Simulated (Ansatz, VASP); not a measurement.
## Sb: VASP beside Ansatz

```xyz
2
Lattice="4.6388 0.0000 0.0000 -2.3194 4.0173 0.0000 0.0000 0.0000 11.4053" Properties=species:S:1:pos:R:3 pbc="T T T"
Sb    0.0000    2.6782    2.8513
Sb    2.3194    1.3391    8.5539
```

Alike in both runs: task single point; functional PBE; k mesh 6 × 6 × 2; occupations gaussian, width 0.1 eV; no spin polarisation.

```csv
,VASP,Ansatz
version,VASP 6.6.1,Ansatz 0.2.0
potentials or method,"VASP PAW PBE potentials, release 64 (Sb)","scalar-relativistic, plane waves, PAW"
plane-wave cutoff (eV),520,420
valence electrons in the cell,10,30
```

```tsv
	VASP	Ansatz	Ansatz less VASP
gap on the k mesh at the Fermi level (eV)	none	none	-
pressure (GPa)	-2.8	-2.8	0.00
largest component of the traceless stress (GPa)	2.49	2.49	+0.001
```

A gap of «none» marks a metal or a gap that the smearing closes. The two sets of potentials don't hold the same shells in valence.

The runs have no spin-orbit coupling, so splittings on Sb are missing.
